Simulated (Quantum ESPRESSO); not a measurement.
# GaN in Quantum ESPRESSO: the effect of functional

Crystal: GaN.

```
Ga N
1.0
     3.18000    0.00000    0.00000
    -1.59000    2.75396    0.00000
     0.00000    0.00000    5.16600
Ga N
2 2
Direct
  0.66667 0.33333 0.50000
  0.33333 0.66667 0.00000
  0.66667 0.33333 0.87500
  0.33333 0.66667 0.37500
```

Alike in all runs:

- Program: Quantum ESPRESSO 7.5
- Task: dielectric tensor
- Cutoff: 762 eV
- Density cutoff: 6095 eV
- k mesh: 6 × 6 × 4, shifted
- Occupations: fermi-dirac, width 0.05 eV
- Spin: no spin polarisation

**Question.** One run gave: pressure -3.7 GPa; dielectric constant 5.93 mean. Which functional did it use?
A. AM05
B. PBEsol
C. LDA
D. PBE
E. WC

**Answer.** C.

```csv
functional,potentials or basis,pressure (GPa),dielectric constant (mean)
LDA,GBRV 1.5 LDA,-3.7,5.93
PBE,GBRV 1.5 PBE,7.6,5.89
PBEsol,GBRV 1.5 PBEsol,1.5,5.98
WC,GBRV 1.5 PBE,2.1,6.06
BLYP,GBRV 1.5 PBE,14.0,5.76
AM05,GBRV 1.5 PBE,1.8,6.00
```

Caveats: the cell is more than 3 GPa from zero pressure, which shifts response properties (some runs); the potentials were made for another functional, which shifts forces and pressure (some runs).
